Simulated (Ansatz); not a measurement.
# Bi (C2/m) in Ansatz: reference runs

Reference runs on Bi: the cell as given and a disturbed copy.

All numbers are computed with Ansatz 0.2.0; they aren't measurements. Logs are shortened: lines on timing, memory, paths and dates and some standing lists are left out, and cuts for length are marked.

**1. The structure**

The structure is monoclinic, space group C2/m (No. 12). The conventional cell has a = 6.977 Å, b = 6.265 Å, c = 3.359 Å, α = 90.00°, β = 112.04°, γ = 90.00°. Bi (site symmetry m) is surrounded by 6 Bi at 3.21 to 3.45 Å.

This isn't the form of Bi at room conditions, which is rhombohedral.

**2. Single point, PBE**

input.yaml reads:

```yaml
crystal:
  lattice:
    - [3.488598, -3.132578, 0.0]
    - [3.488598, 3.132578, 0.0]
    - [-1.260235, 0.0, 3.11355]
  atoms:
    - { symbol: Bi, position: [0.753061, 0.753061, 0.857382] }
    - { symbol: Bi, position: [0.246939, 0.246939, 0.142618] }
kpoints:
  mp_grid: { grid: [6, 6, 9] }
scf:
  occupations: { method: fermi_dirac, width: 0.05 }
hamiltonian:
  xc: pbe
  pseudopotentials: { kind: all_electron, lapw: { basis_error: 0.001 } }
output:
  forces: true
  stress: true
  eigenvalues: true
  populations: true
```

Potentials or basis: all-electron LAPW, scalar-relativistic.

On the command line:

```bash
$ ansatz run input.yaml --threads 1 --pin off --max-ram 3072MiB --backend cpu --events-out ev --progress --plain --runs-dir out
```

Log:

```text
Warning: RAYON_NUM_THREADS=1 ignored (pool sized by the plan → 1); use --threads N
Bi: projections on atomic orbitals take those of the free atom 1s2 2s2 2p6 3s2 3p6 3d10 4s2 4p6 4d10 4f14 5s2 5p6 5d10 6s2 6p3, of charge +0.00 (hamiltonian.pseudopotentials.projection_atoms)
LAPW: plane waves up to 7.059 Å⁻¹, error target 1.0e-3 eV per atom; small_component_spin mean_spin; Bi in spheres of 1.606 Å, 37 of its electrons in bands, Dirac shells [] (how accurate: hamiltonian.pseudopotentials.lapw.basis_error, Limitations)
Engine: ansatz 0.2.0, aarch64-unknown-linux-gnu
Pseudopotentials: kind: all_electron
Pseudopotential: Bi, LAPW, valence charge 37, lapw/all_electron/scalar/gaussian/Bi, Koelling and Harmon's equation, gaussian nucleus
Functional definition: PBE
  parameter kappa = 0.804
  parameter beta = 0.06672455060314922
  exchange = pbe_x(kappa = kappa, mu = beta*pi^2/3)
  correlation = pbe_c(beta = beta)
Crystal: 2 atoms, lattice volume = 68.052 Å³
Basis set: ecut = 189.86166011130922 eV, 401 PW (Γ), exchange–correlation at level 2
Bands: 45, of which v1, the nominal top of the filled ones, is band 37 counted from 1 (36 counted from 0)
Symmetry: 4 space group operations
Space group: C2/m (ITA 12), of the structure as read, at distance tolerance 4.1e-5 Å
k-points: 97 of 324
Non-local potential: Bi, projectors of the file, none
Initial density: superposition of atomic densities (chi_scale 0.1, normalization cell)
Initial wavefunctions: plane waves of lowest kinetic energy (no species holds an atomic orbital)
Functional: x = pbe(κ = 0.804, μ = 0.2195149727645171), c = pbe(β = 0.06672455060314922)
iter 1 solved again at ethr=3.18e-5 eV; its pass at ethr=1.00e-1 eV (dr2=2.35e-2 eV) is discarded
SCF iter   1: F=—  HF=-1171411.871492 eV  |F-HF|=—  |Δ(HF+E_count)|=         —  Δρ=6.68e-3  dr2=2.36e-2  ethr=3.18e-5  ⟨swp⟩=3.1  Hψ=27581  notcnv=0
preconditioner: auto → LDOS  [metal: Δε(μ)=0.057 eV  Ē_g=23.026 eV  σ=0.050 eV  W_gap=0.27  n_scr=20 (ndim 8)  ℏωp=24.7 eV  f_vac=0.107  D(μ)=0.98/eV (n_scr^D=4)  β→1.0]
iter 2 solved again at ethr=7.85e-7 eV; its pass at ethr=3.18e-5 eV (dr2=5.81e-4 eV) is discarded
SCF iter   2: F=—  HF=-1171411.874638 eV  |F-HF|=—  |Δ(HF+E_count)|=   3.15e-3  Δρ=1.01e-3  dr2=5.82e-4  ethr=7.85e-7  ⟨swp⟩=2.0  Hψ=21842  notcnv=0
SCF iter   3: F=—  HF=-1171411.872435 eV  |F-HF|=—  |Δ(HF+E_count)|=   2.20e-3  Δρ=4.18e-4  dr2=9.33e-5  ethr=7.85e-7  ⟨swp⟩=3.0  Hψ=13317  notcnv=0
SCF iter   4: F=—  HF=-1171411.870958 eV  |F-HF|=—  |Δ(HF+E_count)|=   1.48e-3  Δρ=1.61e-4  dr2=1.65e-5  ethr=1.26e-7  ⟨swp⟩=3.0  Hψ=12986  notcnv=0
SCF iter   5: F=—  HF=-1171411.870768 eV  |F-HF|=—  |Δ(HF+E_count)|=   1.90e-4  Δρ=4.86e-5  dr2=1.45e-6  ethr=2.24e-8  ⟨swp⟩=3.0  Hψ=13050  notcnv=0
SCF iter   6: F=—  HF=-1171411.870758 eV  |F-HF|=—  |Δ(HF+E_count)|=   1.01e-5  Δρ=6.82e-6  dr2=2.16e-8  ethr=1.96e-9  ⟨swp⟩=3.0  Hψ=13079  notcnv=0
SCF iter   7: F=-1171411.870758 eV  HF=-1171411.870758 eV  |F-HF|=6.98e-9  |Δ(HF+E_count)|=   1.43e-7  Δρ=2.02e-6  dr2=6.09e-9  ethr=2.92e-11  ⟨swp⟩=3.0  Hψ=13243  notcnv=0
SCF 1 converged in 7 iterations: F = -1171411.870758 eV  dr2 = 6.09e-9
SCF converged after 7 iterations
Free energy (F): -1171411.870758 eV
Harris-Foulkes:  -1171411.870758 eV  (|F-HF|=6.98e-9)
Internal energy: -1171411.862588 eV  (E = F + TS)
E sigma→0 (E₀):  -1171411.866673 eV
Entropy (-TS):   -0.008169 eV (-4.085 meV/atom)
Fermi energy:    14.036989 eV
--- Per-component energies (eV) ---
  E_band       = -5335.908888
  E_kinetic    = 1356068.445299
  E_xc         = -21610.905795
  E_electrostatic = -2505869.402092  (all electrons and nuclei)
  E_smearing   = -0.008169  (= −TS)
  E_closure    = 0.000000  (closes the sum)
  E_atoms      = -1171404.213804  (free atoms, spherical and without spin; not in F)
  Σ components = -1171411.870758   (vs F -1171411.870758, Δ=0.00e0)
  Basis errors (estimates in eV, not in F): energy 3.4e-4 per atom: plane waves 3.2e-4 (1.7e-4 summed), levels above the bands 1.1e-85, relativity 5.4e-8, radial functions 1.3e-5, core shells 7.9e-9; eigenvalues (radial functions only) 1.4e-6; not estimated: angular momenta, meshes, grids; target (lapw.basis_error) 1.0e-3; muffin-tin radii Bi 1.606 Å
--- Forces (eV/Å), atoms counted from 1 ---
  atom   1  Bi     0.03963811     0.00000000     0.01410671
  atom   2  Bi    -0.03963811    -0.00000000    -0.01410671
  max |Σ_I F_I| component: 0.00e0 eV/Å
--- Stress (GPa, compression-positive) ---
        0.047861       0.000000      -0.251864
        0.000000      -0.649580      -0.000000
       -0.251864      -0.000000       0.755168
  P = ⅓ Tr σ = 0.0511 GPa (0.511 kbar)
--- Band table (eV; the first three rows and the last of 97) ---
  k-point 0: bands = ["-139.1470", "-139.1469", "-134.2800", "-134.2800", "-134.2800", "-134.2800", "-134.2757", "-134.2757", "-134.2754", "-134.2754", "-134.2725", "-134.2725", "-134.2719", "-134.2719", "-134.2709", "-134.2709", "-77.4060", "-77.4060", "-77.4059", "-77.4037", "-77.3897", "-77.3875", "-8.9401", "-8.9088", "-8.8649", "-8.8425", "-8.7589", "-8.7356", "-8.7202", "-8.7100", "-8.6799", "-8.5911", "0.9545", "4.8844", "10.9710", "11.2503", "16.8122", "17.0993", "17.7682", "18.1453", "18.3077", "20.7793", "22.2614", "22.7532", "23.3394"]
  k-point 1: bands = ["-139.1470", "-139.1469", "-134.2800", "-134.2800", "-134.2800", "-134.2800", "-134.2757", "-134.2757", "-134.2754", "-134.2754", "-134.2725", "-134.2725", "-134.2719", "-134.2719", "-134.2709", "-134.2709", "-77.4062", "-77.4061", "-77.4060", "-77.4037", "-77.3896", "-77.3875", "-8.9345", "-8.8865", "-8.8386", "-8.8384", "-8.7659", "-8.7433", "-8.7293", "-8.7176", "-8.6818", "-8.5952", "1.1268", "4.9331", "11.0840", "11.5164", "15.9883", "16.9938", "17.0242", "17.2511", "17.7857", "21.4498", "22.3956", "22.4784", "23.1454"]
  k-point 2: bands = ["-139.1470", "-139.1469", "-134.2800", "-134.2800", "-134.2800", "-134.2800", "-134.2757", "-134.2757", "-134.2754", "-134.2754", "-134.2725", "-134.2725", "-134.2719", "-134.2719", "-134.2709", "-134.2709", "-77.4067", "-77.4066", "-77.4059", "-77.4037", "-77.3895", "-77.3876", "-8.9198", "-8.8315", "-8.8277", "-8.7832", "-8.7789", "-8.7590", "-8.7524", "-8.7313", "-8.6871", "-8.6067", "1.6289", "5.0646", "11.4106", "12.2126", "13.4915", "15.0725", "16.5648", "17.2298", "17.9915", "21.2675", "21.3549", "22.7250", "23.6063"]
  k-point 96: bands = ["-139.1469", "-139.1469", "-134.2800", "-134.2800", "-134.2800", "-134.2800", "-134.2757", "-134.2757", "-134.2754", "-134.2754", "-134.2725", "-134.2725", "-134.2719", "-134.2719", "-134.2709", "-134.2709", "-77.4077", "-77.4075", "-77.4059", "-77.4036", "-77.3893", "-77.3877", "-8.8549", "-8.8237", "-8.8092", "-8.7999", "-8.7932", "-8.7622", "-8.7285", "-8.7160", "-8.6478", "-8.6358", "3.8150", "4.6380", "10.3122", "11.4733", "11.6263", "13.2403", "15.4138", "16.0686", "20.2758", "22.3596", "22.4354", "23.2828", "24.7220"]
--- Löwdin populations: 2 sites ---
  site symbol       q [e]
     0     Bi     82.9737
     1     Bi     82.9737
  spilling = 0.000316 (of n_electrons = 166.000000)
```

Wall time 68 s (1 thread of Arm Neoverse N1, shared host); peak memory 0.48 GiB.

Results:

```yaml
Free_energy: -1171411.8708 eV
Pressure: 0.1 GPa
Largest_force: 0.042 eV/Å
Band_gap_on_the_k_mesh: none (metal or under the smearing width)
```

Forces on the atoms (eV/Å):
```
Bi   0.040  0.000  0.014
Bi  -0.040  0.000 -0.014
```

Stress tensor (GPa, compression positive):
```
 0.05  0.00 -0.25
 0.00 -0.65  0.00
-0.25  0.00  0.76
```

Caveat: spin-orbit coupling is left out, which moves the levels of the heavy elements.

**3. Single point, PBE (atoms moved at random, drawn with an rms of 0.05 Å)**

input.yaml, as its differences from that of step 2:

```diff
@@ -6,4 +6,4 @@
   atoms:
-    - { symbol: Bi, position: [0.753061, 0.753061, 0.857382] }
-    - { symbol: Bi, position: [0.246939, 0.246939, 0.142618] }
+    - { symbol: Bi, position: [0.750228, 0.751586, 0.849097] }
+    - { symbol: Bi, position: [0.247102, 0.253077, 0.144755] }
 kpoints:
```

Potentials or basis: all-electron LAPW, scalar-relativistic.

On the command line:

```bash
$ ansatz run input.yaml --threads 1 --pin off --max-ram 3072MiB --backend cpu --events-out ev --progress --plain --runs-dir out
```

Wall time 1.8 min (1 thread of Arm Neoverse N1, shared host); peak memory 0.67 GiB.

Results (log left out):

| Property | Result |
| --- | --- |
| Free energy | -1171411.8682 eV |
| Pressure | -0.1 GPa |
| Largest force | 0.095 eV/Å |
| Band gap on the k mesh | none (metal or under the smearing width) |

Forces on the atoms (eV/Å):
```
Bi   0.083  0.015  0.044
Bi  -0.083 -0.015 -0.044
```

Stress tensor (GPa, compression positive):
```
-0.04 -0.02 -0.32
-0.02 -0.80 -0.02
-0.32 -0.02  0.68
```

Levels at points of the mesh, in eV from the Fermi level:
```
             k point  band 34  band 35  band 36  band 37  band 38  band 39  band 40  band 41
  (0.00, 0.00, 0.00)    -9.16    -3.06    -2.79     2.79     3.07     3.69     4.06     4.32
 (0.00, -0.50, 0.00)   -11.51    -1.10    -0.92    -0.77    -0.71     3.41     4.53     7.66
 (-0.50, 0.00, 0.00)   -11.46    -1.06    -0.96    -0.79    -0.71     3.43     4.51     7.67
(-0.50, -0.50, 0.00)   -10.98    -4.92    -4.91     3.11     3.92     5.17     5.52     8.80
```

Caveat: spin-orbit coupling is left out, which moves the levels of the heavy elements.
